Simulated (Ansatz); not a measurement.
## Sn: band structure with LDA

Crystal: Sn.

```
Sn
1.0
    -2.94014    2.94014    1.59930
     2.94014   -2.94014    1.59930
     2.94014    2.94014   -1.59930
Sn
2
Direct
  0.00000 0.00000 0.00000
  0.75000 0.25000 0.50000
```

```
Program                             : Ansatz 0.2.0
Task                                : band structure
Functional                          : LDA
Potentials or basis                 : Ansatz PAW
Cutoff                              : 420 eV (not typed: the program's choice for these potentials)
k mesh                              : 9 × 9 × 9
Occupations                         : fermi-dirac, width 0.05 eV
Spin                                : no spin polarisation
Path                                : [["G", "X", "M", "G", "Z", "P", "N", "Z1", "M"], ["X", "P"]]
Points for each segment of the path : 14
```

* Pressure: -2.9 GPa
* Band gap on the k mesh: none (metal or under the smearing width)

Stress tensor (GPa, compression positive):
```
-2.74  0.00  0.00
 0.00 -2.74  0.00
 0.00  0.00 -3.08
```

Levels at the corners of the path, in eV from the Fermi level:
```csv
point,band 11,band 12,band 13,band 14,band 15,band 16,band 17,band 18
Γ,-11.03,-3.84,-1.92,-1.92,3.11,6.05,6.05,6.66
X,-8.83,-8.83,0.60,0.60,1.51,1.51,5.91,5.91
M,-7.58,-7.58,-4.66,-4.66,4.98,4.98,9.06,9.06
Γ,-11.03,-3.84,-1.92,-1.92,3.11,6.05,6.05,6.66
Z,-6.57,-5.63,-2.94,-2.81,-2.81,2.88,5.52,5.52
P,-6.03,-6.03,-3.42,-3.42,3.49,3.49,3.80,3.80
N,-6.95,-5.37,-2.39,-1.65,-1.09,2.34,2.76,4.56
Z1,-6.57,-5.63,-2.94,-2.81,-2.81,2.88,5.52,5.52
M,-7.58,-7.58,-4.66,-4.66,4.98,4.98,9.06,9.06
X,-8.83,-8.83,0.60,0.60,1.51,1.51,5.91,5.91
P,-6.03,-6.03,-3.42,-3.42,3.49,3.49,3.80,3.80
```

Run time: 18 s on 2 threads of Intel(R) Xeon(R) Processor @ 2.50GHz (Skylake/Cascade Lake), with other jobs on the host, peak memory 0.37 GiB.

Caveat: spin-orbit coupling is left out, which moves the levels of the heavy elements; the PAW data sets come from PBE, with cores solved anew for the run's functional, which leaves a small shift of forces and pressure.
